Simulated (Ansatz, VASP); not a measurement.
Two plane-wave programs on PbS

```
CELL_PARAMETERS angstrom
2.04579 -5.81821 0.00000
2.04579 5.81821 0.00000
0.00000 0.00000 4.22338
ATOMIC_POSITIONS crystal
Pb 0.87400 0.12600 0.75000
Pb 0.12600 0.87400 0.25000
S 0.64342 0.35658 0.75000
S 0.35658 0.64342 0.25000
```

Change from the starting cell: hydrostatic strain -0.9%.

Alike in both runs: task single point; functional PBE; k mesh 6 × 6 × 6; occupations fermi-dirac, width 0.02 eV; no spin polarisation.

|  | VASP | Ansatz |
| --- | --- | --- |
| version | VASP 6.6.1 | Ansatz 0.2.0 |
| potentials or method | VASP PAW PBE potentials, release 64 (Pb_d, S) | plane waves, PAW |
| plane-wave cutoff (eV) | 520 | 420 |
| valence electrons in the cell | 40 | 40 |

|  | VASP | Ansatz | Ansatz less VASP |
| --- | --- | --- | --- |
| gap on the k mesh at the Fermi level (eV) | 1.07 | 1.06 | -0.001 |
| pressure (GPa) | 3.3 | 3.4 | +0.07 |
| largest component of the traceless stress (GPa) | 0.10 | 0.08 | -0.019 |
| rms of the force components (eV/Å) | 0.060 | 0.061 | +0.0005 |

Atom by atom the forces differ by 0.002 eV/Å (rms over components).

Caveats: spin-orbit coupling is left out, which as a rule narrows the gap of such compounds by several tenths of an eV. A k mesh can miss the band edges.
